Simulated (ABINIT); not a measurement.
# BN (F-43m) in ABINIT: settings compared

One crystal, BN, is run at these levels: PBE, PBE-EpsX; tasks: dielectric tensor, single point.

Program: ABINIT 10.8.3 (patched build). These are calculated values, not measurements. Logs are shortened: lines on timing, memory, paths and dates and some standing lists are left out, and cuts for length are marked. The log counts tension as positive stress, the text compression.

**What was measured.**

From a printed reference work, monograph, for a bulk crystal of BN at 300 K: band gap 6.4 eV (indirect).

The results are compared with them further down.

## 1. Starting point

It takes space group F-43m (No. 216, cubic). Conventional cell: a = 3.626 Å, b = 3.626 Å, c = 3.626 Å, α = 90.00°, β = 90.00°, γ = 90.00°. N (site symmetry -43m) has 4 B at 1.57 Å as nearest neighbours. Around B (site symmetry -43m) lie 4 N at 1.57 Å.

The cell is a database's computed one.

## 2. Dielectric tensor, PBE

run.abi

```
ndtset 3

pp_dirpath "./"
pseudos "N.upf, B.upf"

acell 2.5639706028 2.5639706028 2.5639706028 Angstrom
rprim
     0.0000000000     0.7071067812     0.7071067812
     0.7071067812     0.0000000000     0.7071067812
     0.7071067812     0.7071067812     0.0000000000
ntypat 2
znucl 7 5
natom 2
typat 1 2
xred
            1/4            1/4            1/4
            0.0            0.0            0.0

ecut 952.398519 eV

ngkpt 6 6 6
nshiftk 4
shiftk
     0.5000000000     0.5000000000     0.5000000000
     0.5000000000     0.0000000000     0.0000000000
     0.0000000000     0.5000000000     0.0000000000
     0.0000000000     0.0000000000     0.5000000000

ixc 11

nband 4
occopt 1

nstep 80
diemac 6.0

prteig 0
prtebands 0
prtwf 0
prtden 0
prtpot 0

kptopt1 1
tolvrs1 1.0e-15
prtwf1 1

iscf2 -3
rfelfd2 2
rfdir2 1 1 1
getwfk2 1
kptopt2 2
nqpt2 1
qpt2 0.0 0.0 0.0
tolwfr2 1.0e-18
prtwf2 1

rfelfd3 3
rfdir3 1 1 1
getwfk3 1
getddk3 2
kptopt3 2
nqpt3 1
qpt3 0.0 0.0 0.0
tolvrs3 1.0e-8
```

mrgddb.in

```
merged_DDB
BN
2
runo_DS1_DDB
runo_DS3_DDB
```

anaddb.abi

```
ddb_filepath "merged_DDB"
output_file "anaddb.abo"
outdata_prefix "ana"
asr 1
chneut 1
dipdip 1
dieflag 2
enunit 0
```

Potentials or basis: PseudoDojo NC SR PBE v0.4.1 standard.

Launch:

```bash
> mpirun --bind-to none -np 4 abinit run.abi > log 2>&1
> mrgddb < mrgddb.in > mrgddb.log 2>&1
> anaddb anaddb.abi > anaddb.log 2>&1
```

run.abo:

```text
.Version 10.8.3 of ABINIT
 DATASET    1 : space group F-4 3 m (#216); Bravais cF (face-center cubic)
================================================================================
 Values of the parameters that define the memory need for DATASET  1.
     intxc =       0    ionmov =       0      iscf =       7    lmnmax =       4
     lnmax =       4     mgfft =      27  mpssoang =       2    mqgrid =    3001
     natom =       2  nloc_mem =       1    nspden =       1   nspinor =       1
    nsppol =       1      nsym =      24    n1xccc =    2501    ntypat =       2
    occopt =       1   xclevel =       2
       mpw =         809          nfft =       19683          nkpt =          28
================================================================================
================================================================================

 DATASET    2 : space group F-4 3 m (#216); Bravais cF (face-center cubic)
================================================================================
 Values of the parameters that define the memory need for DATASET  2 (RF).
     intxc =       0      iscf =      -3    lmnmax =       4     lnmax =       4
     mgfft =      27  mpssoang =       2    mqgrid =    3001     natom =       2
  nloc_mem =       1    nspden =       1   nspinor =       1    nsppol =       1
      nsym =      24    n1xccc =    2501    ntypat =       2    occopt =       1
   xclevel =       2
      nfft =       19683          nkpt =         432
================================================================================
================================================================================

 DATASET    3 : space group F-4 3 m (#216); Bravais cF (face-center cubic)
================================================================================
 Values of the parameters that define the memory need for DATASET  3 (RF).
     intxc =       0      iscf =       7    lmnmax =       4     lnmax =       4
     mgfft =      27  mpssoang =       2    mqgrid =    3001     natom =       2
  nloc_mem =       1    nspden =       1   nspinor =       1    nsppol =       1
      nsym =      24    n1xccc =    2501    ntypat =       2    occopt =       1
   xclevel =       2
      nfft =       19683          nkpt =         432
================================================================================
================================================================================

--------------------------------------------------------------------------------
------------- Echo of variables that govern the present computation ------------
--------------------------------------------------------------------------------
 -outvars: echo values of preprocessed input variables --------
            acell      4.8452022342E+00  4.8452022342E+00  4.8452022342E+00 Bohr
              amu      1.40067400E+01  1.08110000E+01
           diemac      6.00000000E+00
             ecut      3.50000000E+01 Hartree
           getddk1          0
           getddk2          0
           getddk3          2
           getwfk1          0
[... 522 lines left out ...]
    (  non-var. 2DEtotal :   -5.7358416504E+01 Ha)
================================================================================

 ---- first-order wavefunction calculations are completed ----

 ==> Compute Derivative Database <==
 The violation of the charge neutrality conditions
 by the effective charges is as follows :
    atom        electric field
 displacement     direction
       1               1        0.000201        0.000000
       1               2        0.000000        0.000000
       1               3        0.000000        0.000000
       2               1       -0.000000        0.000000
       2               2        0.000201        0.000000
       2               3       -0.000000        0.000000
       3               1        0.000000        0.000000
       3               2       -0.000000        0.000000
       3               3        0.000201        0.000000

 Effective charge tensors after
 imposition of the charge neutrality (if requested by user),
 and eventual restriction to some part :
   atom    displacement
         1         1   -1.910830E+00    6.189718E-17    1.010590E-15
         1         2   -9.928147E-16   -1.910830E+00   -9.926996E-16
         1         3    9.928147E-16   -6.189718E-17   -1.910830E+00
         2         1    1.910830E+00   -6.189718E-17   -1.010590E-15
         2         2    9.928147E-16    1.910830E+00    9.926996E-16
         2         3   -9.928147E-16    6.189718E-17    1.910830E+00
 Now, the imaginary part of the dynamical matrix is zeroed

  Dielectric tensor, in cartesian coordinates,
     j1       j2             matrix element
  dir pert dir pert     real part    imaginary part

   1    4   1    4         4.5527046998        -0.0000000000

   2    4   2    4         4.5527046998        -0.0000000000

   3    4   3    4         4.5527046998        -0.0000000000

  Effective charges, in cartesian coordinates,
  (from electric field response)
   if specified in the inputs, charge neutrality has been imposed
     j1       j2             matrix element
  dir pert dir pert     real part    imaginary part

   1    1   1    4        -1.9108300673         0.0000000000
   1    2   1    4         1.9108300673         0.0000000000

   2    1   2    4        -1.9108300673         0.0000000000
   2    2   2    4         1.9108300673         0.0000000000

   3    1   3    4        -1.9108300673         0.0000000000
   3    2   3    4         1.9108300673         0.0000000000

== END DATASET(S) ==============================================================
================================================================================

 -outvars: echo values of variables after computation  --------
            acell      4.8452022342E+00  4.8452022342E+00  4.8452022342E+00 Bohr
           etotal1    -1.3402407197E+01
           etotal2    -2.0596013099E+01
           etotal3    -5.7358416528E+01
            fcart1    -0.0000000000E+00 -0.0000000000E+00 -0.0000000000E+00
                      -0.0000000000E+00 -0.0000000000E+00 -0.0000000000E+00
            fcart3     0.0000000000E+00  0.0000000000E+00  0.0000000000E+00
                       0.0000000000E+00  0.0000000000E+00  0.0000000000E+00
            rprim      0.0000000000E+00  7.0710678120E-01  7.0710678120E-01
                       7.0710678120E-01  0.0000000000E+00  7.0710678120E-01
                       7.0710678120E-01  7.0710678120E-01  0.0000000000E+00
           strten1     6.6606926682E-05  6.6606926682E-05  6.6606926682E-05
                       0.0000000000E+00  0.0000000000E+00  0.0000000000E+00
           strten3     0.0000000000E+00  0.0000000000E+00  0.0000000000E+00
                       0.0000000000E+00  0.0000000000E+00  0.0000000000E+00
           xangst      9.0650050002E-01  9.0650050002E-01  9.0650050002E-01
                       0.0000000000E+00  0.0000000000E+00  0.0000000000E+00
             xred      2.5000000000E-01  2.5000000000E-01  2.5000000000E-01
                       0.0000000000E+00  0.0000000000E+00  0.0000000000E+00
 Calculation completed.
```

Run time: 29 s. Hardware: 4 MPI ranks of Arm Neoverse V2, shared host; peak memory 0.36 GiB.

Results:

| Item | Value |
| --- | --- |
| Free energy | -364.6981 eV |
| Pressure | -2.0 GPa |
| Electronic dielectric tensor (diagonal) | 4.55 |
| Born charges (mean of the diagonal) | N -1.91; B +1.91 e |

Electronic dielectric tensor:
```
4.55 0.00 0.00
0.00 4.55 0.00
0.00 0.00 4.55
```

Born effective charge tensors (e):
atom 1, N
```
-1.91  0.00  0.00
 0.00 -1.91  0.00
 0.00  0.00 -1.91
```
atom 2, B
```
1.91 0.00 0.00
0.00 1.91 0.00
0.00 0.00 1.91
```

## 3. Single point, PBE-EpsX

run.abi

```
# Pseudopotentials
pp_dirpath "./"
pseudos "07_N_5_1.2_1.4_pbe_n_v1.0.psp8, 05_B_3_1.5_1.7_pbe_n_v1.0.psp8"

# Structure
acell 3*1.0 Angstrom
rprim
     0.0000000000     1.8130010000     1.8130010000
     1.8130010000     0.0000000000     1.8130010000
     1.8130010000     1.8130010000     0.0000000000
ntypat 2
znucl 7 5
natom 2
typat 1 2
xred
     0.2500000000     0.2500000000     0.2500000000
     0.0000000000     0.0000000000     0.0000000000

# Plane-wave basis
ecut 35.0

# k points
kptopt 1
ngkpt 8 8 8
nshiftk 1
shiftk 0.0 0.0 0.0

# Exchange and correlation
ixc 41
hyb_mixing 0.2196
fockdownsampling 2 2 2

# Bands and occupations
nband 8
occopt 3
tsmear 0.05 eV

# SCF cycle
nstep 60
toldfe 1.0e-7

# Output
iomode 3
prtwf 0
prteig 0
prtebands 0
enunit 1
prtden 1
prtvha 1
prtvclmb 1
prtpot 1
prtelf 1
```

Potentials or basis: SPMS NC PBE v1.0.

Launch:

```bash
> mpirun --bind-to none -np 4 abinit run.abi > log 2>&1
```

It took 4.3 min on 4 MPI ranks of Arm Neoverse V2, shared host; peak memory 0.28 GiB.

It converged, with:

| Property | Result |
| --- | --- |
| Free energy | -364.5564 eV |
| Band gap on the k mesh | 6.38 eV, indirect (least direct gap 11.05 eV) |
| All electrons inside the program's atomic spheres | N 5.76; B 3.29 |

Levels at points of the mesh, in eV from the valence-band top:
```tsv
k point	band 1	band 2	band 3	band 4	band 5	band 6	band 7	band 8
(0.00, 0.00, 0.00)	-21.79	0.00	0.00	0.00	11.05	11.05	11.05	12.49
(0.50, 0.00, 0.00)	-17.35	-11.43	-2.08	-2.08	12.29	13.01	13.01	17.75
(0.50, 0.50, 0.00)	-15.90	-9.60	-5.22	-5.22	6.38	11.33	20.69	20.69
```

Caveat: the potentials were made for another functional, which shifts forces and pressure.

## 4. Comparison with measurements

Step 3. Against the measured gap of BN, 6.4 eV (indirect; 300 K; a printed reference work, monograph), the calculated 6.38 eV is off by -0.02 eV. The value is that of PBE-EpsX on a finite k mesh, which can miss the band edges, without temperature or zero-point motion. The cell is a database's relaxed one, not the measured one, which moves gaps too.
